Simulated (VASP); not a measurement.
# C (Fd-3m) in VASP: further runs

Aim: see how the results for C move with the level of theory and the settings. Levels: LDA, PBEsol, r2SCAN, PBE. Tasks: relaxation of cell and atoms.

Program: VASP 6.6.1. These are calculated values, not measurements. Logs are shortened: lines on timing, memory, paths and dates and some standing lists are left out, and cuts for length are marked.

## 1. The structure

It takes space group Fd-3m (No. 227, cubic). The conventional cell has a = 3.567 Å, b = 3.567 Å, c = 3.567 Å, α = 90.00°, β = 90.00°, γ = 90.00°. Around C (site symmetry -43m) lie 4 C at 1.54 Å.

This isn't the form of C at room conditions, which is graphite.

## 2. Relaxation of cell and atoms, LDA

INCAR

```
ALGO = Normal
EDIFF = 1E-7
EDIFFG = -0.01
ENCUT = 600
GGA = CA
IBRION = 2
ISIF = 3
ISMEAR = -1
LASPH = T
LCHARG = F
LREAL = F
LWAVE = F
NELM = 60
NSW = 60
PREC = Accurate
SIGMA = 0.05
```

KPOINTS

```
k-points
0
Gamma
  17 17 17
```

POSCAR

```
C
1.0
    0.0000000000      1.7833700000      1.7833700000
    1.7833700000      0.0000000000      1.7833700000
    1.7833700000      1.7833700000      0.0000000000
C
2
Direct
    0.0000000000      0.0000000000      0.0000000000
    0.2500000000      0.2500000000      0.2500000000
```

Potentials or basis: VASP PAW LDA potentials, release 64 (C).

On the command line:

```sh
$ cat potpaw_LDA.64/C/POTCAR > POTCAR
$ mpirun -np 1 vasp_std > vasp.out
```

OUTCAR:

```text
EDIFF = 1E-7
   EDIFFG = -0.01
   ENCUT = 600
   GGA = CA
   IBRION = 2
   ISIF = 3
   ISMEAR = -1
   LASPH = T
   LREAL = F
   NELM = 60
   NSW = 60
   PREC = Accurate

 ion  position               nearest neighbor table
   1  0.000  0.000  0.000-   2 1.54   2 1.54   2 1.54   2 1.54
   2  0.250  0.250  0.250-   1 1.54   1 1.54   1 1.54   1 1.54

  LATTYP: Found a face centered cubic cell.
 ALAT       =     3.5667400000

  Lattice vectors:

 A1 = (   0.0000000000,   1.7833700000,   1.7833700000)
 A2 = (   1.7833700000,   0.0000000000,   1.7833700000)
 A3 = (   1.7833700000,   1.7833700000,   0.0000000000)

Analysis of symmetry for initial positions (statically):
=====================================================================
 Subroutine PRICEL returns:
 Original cell was already a primitive cell.

 Routine SETGRP: Setting up the symmetry group for a
 face centered cubic supercell.

 Subroutine GETGRP returns: Found 48 space group operations
 (whereof 24 operations were pure point group operations)
 out of a pool of 48 trial point group operations.

The static configuration has the point symmetry T_d .
 The point group associated with its full space group is O_h .

Analysis of symmetry for dynamics (positions and initial velocities):
=====================================================================
 Subroutine PRICEL returns:
 Original cell was already a primitive cell.

 Routine SETGRP: Setting up the symmetry group for a
 face centered cubic supercell.

 Subroutine GETGRP returns: Found 48 space group operations
 (whereof 24 operations were pure point group operations)
 out of a pool of 48 trial point group operations.

The dynamic configuration has the point symmetry T_d .
 The point group associated with its full space group is O_h .

 Subroutine INISYM returns: Found 48 space group operations
 (whereof 24 operations are pure point group operations),
 and found     1 'primitive' translations

----------------------------------------------------------------------------------------

                                     Primitive cell

  volume of cell :      11.3437

  direct lattice vectors                    reciprocal lattice vectors
     0.000000000  1.783370000  1.783370000    -0.280368067  0.280368067  0.280368067
     1.783370000  0.000000000  1.783370000     0.280368067 -0.280368067  0.280368067
     1.783370000  1.783370000  0.000000000     0.280368067  0.280368067 -0.280368067

  length of vectors
     2.522066041  2.522066041  2.522066041     0.485611737  0.485611737  0.485611737

  position of ions in fractional coordinates (direct lattice)
     0.000000000  0.000000000  0.000000000
     0.250000000  0.250000000  0.250000000

  ion indices of the primitive-cell ions
   primitive index   ion index
                 1           1
                 2           2

----------------------------------------------------------------------------------------

 KPOINTS: k-points

Automatic generation of k-mesh.
 Grid dimensions read from file:
 generate k-points for:   17   17   17

 Generating k-lattice:

  Cartesian coordinates                     Fractional coordinates (reciprocal lattice)
    -0.016492239  0.016492239  0.016492239     0.058823529  0.000000000  0.000000000
     0.016492239 -0.016492239  0.016492239     0.000000000  0.058823529  0.000000000
     0.016492239  0.016492239 -0.016492239     0.000000000  0.000000000  0.058823529

  Length of vectors
     0.028565396  0.028565396  0.028565396

  Shift w.r.t. Gamma in fractional coordinates (k-lattice)
     0.000000000  0.000000000  0.000000000

 Subroutine IBZKPT returns following result:
 ===========================================

 Found    165 irreducible k-points:

 Following reciprocal coordinates:
            Coordinates               Weight
  0.000000  0.000000  0.000000      1.000000
  0.058824  0.000000  0.000000      8.000000
  0.117647  0.000000  0.000000      8.000000
  0.176471  0.000000  0.000000      8.000000
  0.235294  0.000000  0.000000      8.000000
  0.294118  0.000000  0.000000      8.000000
[... 16 lines left out ...]
 -0.176471  0.058824  0.000000     24.000000
 -0.117647  0.058824  0.000000     24.000000
 [... further k-points ...]
   k-points           NKPTS =    165   k-points in BZ     NKDIM =    165   number of bands    NBANDS=      8
   number of dos      NEDOS =    301   number of ions     NIONS =      2
   total plane-waves  NPLWV =   8000
   dimension x,y,z NGX =    20 NGY =   20 NGZ =   20
   dimension x,y,z NGXF=    40 NGYF=   40 NGZF=   40
   ions per type =               2
   NGX,Y,Z   is equivalent  to a cutoff of  13.18, 13.18, 13.18 a.u.
   NGXF,Y,Z  is equivalent  to a cutoff of  26.37, 26.37, 26.37 a.u.
 SYSTEM =  unknown system
   PREC   = accura    normal or accurate (medium, high low for compatibility)
   ISTART =      0    job   : 0-new  1-cont  2-samecut
   ICHARG =      2    charge: 1-file 2-atom 10-const
   ISPIN  =      1    spin polarized calculation?
   LNONCOLLINEAR =      F non collinear calculations
   LSORBIT =      F    spin-orbit coupling
   LASPH  =      T    aspherical Exc in radial PAW
   ENCUT  =  600.0 eV  44.10 Ry    6.64 a.u.   5.04  5.04  5.04*2*pi/ulx,y,z
   NELM   =     60;   NELMIN=  2; NELMDL= -5     # of ELM steps
   EDIFF  = 0.1E-06   stopping-criterion for ELM
   LREAL  =      F    real-space projection
   EDIFFG = -.1E-01   stopping-criterion for IOM
   NSW    =     60    number of steps for IOM
   IBRION =      2    ionic relax: 0-MD 1-quasi-New 2-CG
   NFREE  =      1    steps in history (QN), initial steepest desc. (CG)
   ISIF   =      3    stress and relaxation
   ISYM   =      2    0-nonsym 1-usesym 2-fastsym
   POTIM  = 0.5000    time-step for ionic-motion
   TEBEG  =    0.0;   TEEND  =   0.0 temperature during run
   PSTRESS=    0.0 pullay stress
   NELECT =       8.0000    total number of electrons
   NUPDOWN=      -1.0000    fix difference up-down
   EMIN   =  10.00;   EMAX   =-10.00  energy-range for DOS
   EFERMI =   0.00;   METHOD = LEGACY
   ISMEAR =    -1;   SIGMA  =   0.05  broadening in eV -4-tet -1-fermi 0-gaus
   EFERMI_NEDOS =   21; number of points for ismear=-14 and -15
   IALGO  =     38    algorithm
   IMIX   =      4    mixing-type and parameters
     AMIX     =   0.40;   BMIX     =  1.00
     AMIX_MAG =   1.60;   BMIX_MAG =  1.00
  volume/ion in A,a.u.               =       5.67        38.28
  Fermi-wavevector in a.u.,A,eV,Ry     =   1.457203  2.753714 28.891161  2.123440
  Thomas-Fermi vector in A             =   2.574032
   LORBIT       =      0    0 simple, 1 ext, 2 COOP (PROOUT), +10 PAW based schemes
   GGA     = CA    functional components
   LHFCALC =     F    Hartree Fock is set to
   AEXX    =    0.0000 exact exchange contribution
   IVDW    =     0    specifies the selected vdW correction
   LEPSILON=     F    determine dielectric tensor
   LRPA    =     F    only Hartree local field effects (RPA)
 conjugate gradient relaxation of ions
 non-spin polarized calculation
  energy-cutoff  :      600.00
  volume of cell :       11.34
 maximum number of plane-waves:       388
   NGX =  9   NGY =  9   NGZ =  9

--------------------------------------- Ionic step        1  -------------------------------------------

 number of electron       7.9999999 magnetization

 Free energy of the ion-electron system (eV)
  ---------------------------------------------------
  ext. energy  EPLUGINS =         0.00000000
  ---------------------------------------------------
  free energy    TOTEN  =       -20.24153219 eV

  energy without entropy =      -20.24153219  energy(sigma->0) =      -20.24153219

------------------------ aborting loop because EDIFF is reached ----------------------------------------

  FORCE on cell =-STRESS in cart. coord.  units (eV):
  Direction    XX          YY          ZZ          XY          YZ          ZX
  --------------------------------------------------------------------------------------
  -------------------------------------------------------------------------------------
  Total       -0.8757750     -0.8757750     -0.8757750     -0.0000000      0.0000000     -0.0000000
  in kB     -123.6940425   -123.6940425   -123.6940425     -0.0000000      0.0000000     -0.0000000
  external PRESSURE =    -123.6940425 kB  Pullay stress =       0.0000000 kB
[... 57 lines left out ...]
  energy  without entropy=      -20.2325813139  energy(sigma->0) =      -20.23258131

--------------------------------------- Ionic step        3  -------------------------------------------

 number of electron       7.9999998 magnetization

 Free energy of the ion-electron system (eV)
  ---------------------------------------------------
  ext. energy  EPLUGINS =         0.00000000
  ---------------------------------------------------
  free energy    TOTEN  =       -20.25387403 eV

  energy without entropy =      -20.25387403  energy(sigma->0) =      -20.25387403

 E-fermi :  11.0328     XC(G=0): -13.6342

 val. band max:       10.1316127088   @ k =   0.0000   0.0000   0.0000
 cond. band min:      14.3002491968   @ k =   0.3529   0.3529   0.0000
 fundamental gap:      4.1686364880
 Fermi energy:        11.0328143236

 k-point     1 :       0.0000    0.0000    0.0000
  band No.  band energies     occupation
      1     -11.5591      2.00000
      2      10.1316      2.00000
      3      10.1316      2.00000
      4      10.1316      2.00000
      5      15.7526      0.00000
      6      15.7526      0.00000
      7      15.7526      0.00000
      8      24.3260      0.00000
[... 243 lines left out ...]
 k-point    24 :      -0.1176    0.0588    0.0000
  band No.  band energies     occupation
      1     -10.9428      2.00000
      2       7.2805      2.00000
      3       8.4717      2.00000
      4       9.6622      2.00000
      5      16.4555      0.00000
      6      17.2643      0.00000
      7      17.6192      0.00000
      8      24.5561      0.00000

 [... further k-points ...]

------------------------ aborting loop because EDIFF is reached ----------------------------------------

  FORCE on cell =-STRESS in cart. coord.  units (eV):
  Direction    XX          YY          ZZ          XY          YZ          ZX
  --------------------------------------------------------------------------------------
  -------------------------------------------------------------------------------------
  Total       -0.0075052     -0.0075052     -0.0075052     -0.0000000      0.0000000     -0.0000000
  in kB       -1.0898342     -1.0898342     -1.0898342     -0.0000000      0.0000000     -0.0000000
  external PRESSURE =      -1.0898342 kB  Pullay stress =       0.0000000 kB
[... 17 lines left out ...]
  FREE ENERGIE OF THE ION-ELECTRON SYSTEM (eV)
  ---------------------------------------------------
  free  energy   TOTEN  =       -20.2538740274 eV

  energy  without entropy=      -20.2538740273  energy(sigma->0) =      -20.25387403

 reached required accuracy - stopping structural energy minimisation
```

Run time: 22 s. Hardware: 1 thread of Intel Xeon Platinum 8259CL at 2.50GHz (Skylake/Cascade Lake), shared host; peak memory 0.12 GiB.

Results:

- Free energy: -20.2539 eV
- Relaxed volume: 5.52 Å³/atom
- Relaxed cell: a = 2.499 Å, b = 2.499 Å, c = 2.499 Å, α = 60.00°, β = 60.00°, γ = 60.00°
- Space group after relaxing (to 0.05 Å): Fd-3m (No. 227)
- Energy gained by relaxing: 6.2 meV/atom
- Ionic steps: 3
- Pressure after relaxing: -0.1 GPa
- Band gap on the k mesh: 4.17 eV, indirect (least direct gap 5.62 eV)

Step by step:
| step | energy change (eV) | largest force (eV/Å) | pressure (GPa) | volume (Å³) |
| --- | --- | --- | --- | --- |
| 1 | 0.0000 | 0.0000 | -12.37 | 11.34 |
| 2 | 0.0090 | 0.0000 | 17.94 | 10.64 |
| 3 | -0.0123 | 0.0000 | -0.11 | 11.03 |

Final structure:
```
C
1.0
     0.00000    1.76696    1.76696
     1.76696    0.00000    1.76696
     1.76696    1.76696    0.00000
C
2
Direct
  0.00000 0.00000 0.00000
  0.25000 0.25000 0.25000
```

Caveat: an odd mesh through Γ misses points on the zone boundary, where band edges often lie. LDA usually gives volumes a few per cent too small.

## 3. Relaxation of cell and atoms, PBEsol

INCAR

```
PREC     = Accurate       # precision mode
ENCUT    = 600            # plane-wave cutoff, eV
EDIFF    = 1E-6           # SCF threshold, eV
ISMEAR   = -1             # smearing method
SIGMA    = 0.05           # smearing width, eV
LREAL    = False          # projectors in reciprocal space
LASPH    = True           # aspherical terms in the spheres
NELM     = 60             # most SCF steps
ALGO     = Fast           # electronic algorithm
ISIF     = 3              # what is computed and relaxed
LWAVE    = False          # write WAVECAR
LCHARG   = False          # write CHGCAR
GGA      = PS             # functional
IBRION   = 2              # ionic algorithm
NSW      = 60             # ionic steps
EDIFFG   = -0.005         # ionic threshold
```

KPOINTS

```
Automatic mesh
0
Gamma
  17 17 17
```

POSCAR is that of step 2.

Potentials or basis: VASP PAW PBE potentials, release 64 (C).

On the command line:

```sh
$ cat potpaw_PBE.64/C/POTCAR > POTCAR
$ mpirun -np 1 vasp_std > vasp.out
```

It took 39 s on 1 thread of Intel Xeon Platinum 8259CL at 2.50GHz (Skylake/Cascade Lake), shared host; peak memory 0.13 GiB.

It converged, with:

- Free energy: -19.2548 eV
- Relaxed volume: 5.62 Å³/atom
- Relaxed cell: a = 2.514 Å, b = 2.514 Å, c = 2.514 Å, α = 60.00°, β = 60.00°, γ = 60.00°
- Space group after relaxing (to 0.05 Å): Fd-3m (No. 227)
- Energy gained by relaxing: 0.8 meV/atom
- Ionic steps: 3
- Pressure after relaxing: 0.0 GPa
- Band gap on the k mesh: 4.03 eV, indirect (least direct gap 5.57 eV)

Step by step:
| step | energy change (eV) | largest force (eV/Å) | pressure (GPa) | volume (Å³) |
| --- | --- | --- | --- | --- |
| 1 | 0.0000 | 0.0000 | -4.42 | 11.34 |
| 2 | 0.0010 | 0.0000 | 5.89 | 11.09 |
| 3 | -0.0016 | 0.0000 | -0.02 | 11.23 |

Final structure:
```
CELL_PARAMETERS angstrom
0.00000 1.77745 1.77745
1.77745 0.00000 1.77745
1.77745 1.77745 0.00000
ATOMIC_POSITIONS crystal
C 0.00000 0.00000 0.00000
C 0.25000 0.25000 0.25000
```

Levels at points of the mesh, in eV from the valence-band top:
| k point | band 2 | band 3 | band 4 | band 5 | band 6 | band 7 |
| --- | --- | --- | --- | --- | --- | --- |
| (0.00, 0.00, 0.00) | 0.00 | 0.00 | 0.00 | 5.57 | 5.57 | 5.57 |

Caveat: the PAW data sets were made with another functional, which shifts forces and pressure a little; an odd mesh through Γ misses points on the zone boundary, where band edges often lie.

## 4. Relaxation of cell and atoms, r2SCAN

INCAR

```
PREC     = Accurate       # precision mode
ENCUT    = 600            # plane-wave cutoff, eV
EDIFF    = 1E-7           # SCF threshold, eV
ISMEAR   = -1             # smearing method
SIGMA    = 0.05           # smearing width, eV
LREAL    = F              # projectors in reciprocal space
LASPH    = T              # aspherical terms in the spheres
NELM     = 100            # most SCF steps
ALGO     = Normal         # electronic algorithm
ISIF     = 3              # what is computed and relaxed
LWAVE    = F              # write WAVECAR
LCHARG   = F              # write CHGCAR
METAGGA  = R2SCAN         # meta-GGA
LMIXTAU  = T            
IBRION   = 2              # ionic algorithm
NSW      = 60             # ionic steps
EDIFFG   = -0.01          # ionic threshold
```

KPOINTS

```
regular mesh
0
Gamma
  17 17 17
```

POSCAR is that of step 3.

On the command line:

```sh
$ cat potpaw_PBE.64/C/POTCAR > POTCAR
$ mpirun -np 1 vasp_std > vasp.out
```

It took 100 s on 1 thread of Intel Xeon Platinum 8488C (Sapphire Rapids), shared host; peak memory 0.12 GiB.

It converged, with:

```
Free energy                            : -19.6643 eV
Relaxed volume                         : 5.65 Å³/atom
Relaxed cell                           : a = 2.518 Å, b = 2.518 Å, c = 2.518 Å, α = 60.00°, β = 60.00°, γ = 60.00°
Space group after relaxing (to 0.05 Å) : Fd-3m (No. 227)
Energy gained by relaxing              : 0.2 meV/atom
Ionic steps                            : 3
Pressure after relaxing                : 0.0 GPa
Band gap on the k mesh                 : 4.33 eV, indirect (least direct gap 5.85 eV)
```

Step by step:
```
step  energy change (eV)  largest force (eV/Å)  pressure (GPa)  volume (Å³)
   1              0.0000                0.0000           -2.09        11.34
   2              0.0002                0.0000            2.74        11.22
   3             -0.0004                0.0000            0.01        11.29
```

Final structure:
```yaml
crystal:
  lattice:
    - [0.00000, 1.78056, 1.78056]
    - [1.78056, 0.00000, 1.78056]
    - [1.78056, 1.78056, 0.00000]
  atoms:
    - { symbol: C, position: [0.00000, 0.00000, 0.00000] }
    - { symbol: C, position: [0.25000, 0.25000, 0.25000] }
```

Levels at points of the mesh, in eV from the valence-band top:
| k point | band 1 | band 2 | band 3 | band 4 | band 5 | band 6 | band 7 | band 8 |
| --- | --- | --- | --- | --- | --- | --- | --- | --- |
| (0.00, 0.00, 0.00) | -22.76 | 0.00 | 0.00 | 0.00 | 5.85 | 5.85 | 5.85 | 13.93 |

Caveat: the PAW data sets were made with another functional, which shifts forces and pressure a little; an odd mesh through Γ misses points on the zone boundary, where band edges often lie.

## 5. Relaxation of cell and atoms, PBE

INCAR

```
SYSTEM = C
ALGO = Normal ; EDIFF = 1E-7
EDIFFG = -0.01 ; ENCUT = 600
GGA = PE ; IBRION = 2
ISIF = 3 ; ISMEAR = -1
LASPH = .True. ; LCHARG = .False.
LREAL = .False. ; LWAVE = .False.
NELM = 100 ; NSW = 40
PREC = Accurate ; SIGMA = 0.05
```

KPOINTS

```
k-points
0
Gamma
  17 17 17
  0 0 0
```

POSCAR is that of step 4.

On the command line:

```sh
$ cat potpaw_PBE.64/C/POTCAR > POTCAR
$ mpirun -np 1 vasp_std > vasp.out
```

It took 14 s on 1 thread of Intel Xeon 6975P-C (Granite Rapids), shared host; peak memory 0.12 GiB.

It converged, with:

```yaml
Free_energy: -18.1903 eV
Relaxed_volume: 5.69 Å³/atom
Relaxed_cell: a = 2.525 Å, b = 2.525 Å, c = 2.525 Å, α = 60.00°, β = 60.00°, γ = 60.00°
Space_group_after_relaxing_to_0.05_Å: Fd-3m (No. 227)
Energy_gained_by_relaxing: 0.1 meV/atom
Ionic_steps: 3
Pressure_after_relaxing: 0.0 GPa
Band_gap_on_the_k_mesh: 4.12 eV, indirect (least direct gap 5.58 eV)
```

The path:
| step | energy change (eV) | largest force (eV/Å) | pressure (GPa) | volume (Å³) |
| --- | --- | --- | --- | --- |
| 1 | 0.0000 | 0.0000 | 1.78 | 11.34 |
| 2 | 0.0001 | 0.0000 | -2.15 | 11.45 |
| 3 | -0.0003 | 0.0000 | 0.01 | 11.39 |

Final structure:
```yaml
crystal:
  lattice:
    - [0.00000, 1.78579, 1.78579]
    - [1.78579, 0.00000, 1.78579]
    - [1.78579, 1.78579, 0.00000]
  atoms:
    - { symbol: C, position: [0.00000, 0.00000, 0.00000] }
    - { symbol: C, position: [0.25000, 0.25000, 0.25000] }
```

Levels at points of the mesh, in eV from the valence-band top:
| k point | band 1 | band 2 | band 3 | band 4 | band 5 | band 6 | band 7 | band 8 |
| --- | --- | --- | --- | --- | --- | --- | --- | --- |
| (0.00, 0.00, 0.00) | -21.42 | 0.00 | 0.00 | 0.00 | 5.58 | 5.58 | 5.58 | 13.24 |

Caveat: an odd mesh through Γ misses points on the zone boundary, where band edges often lie.

## 6. Overview

| level | potentials or basis | gap on the mesh (eV) | pressure (GPa) | relaxed volume (Å³/atom) |
| --- | --- | --- | --- | --- |
| LDA | VASP PAW LDA potentials, release 64 (C) | 4.17 | -0.1 | 5.52 |
| PBEsol | VASP PAW PBE potentials, release 64 (C) | 4.03 | 0.0 | 5.62 |
| r2SCAN | VASP PAW PBE potentials, release 64 (C) | 4.33 | 0.0 | 5.65 |
| PBE | VASP PAW PBE potentials, release 64 (C) | 4.12 | 0.0 | 5.69 |

Alike in all rows: task relaxation of cell and atoms; no spin polarisation; cell relaxed; k mesh 17 × 17 × 17; cutoff (eV) 600; smearing fermi-dirac 0.05 eV.

Caveats: an odd mesh through Γ misses points on the zone boundary, where band edges often lie; the PAW data sets were made with another functional, which shifts forces and pressure a little (some runs).

Absolute energies hang on the potentials; compare differences alone.
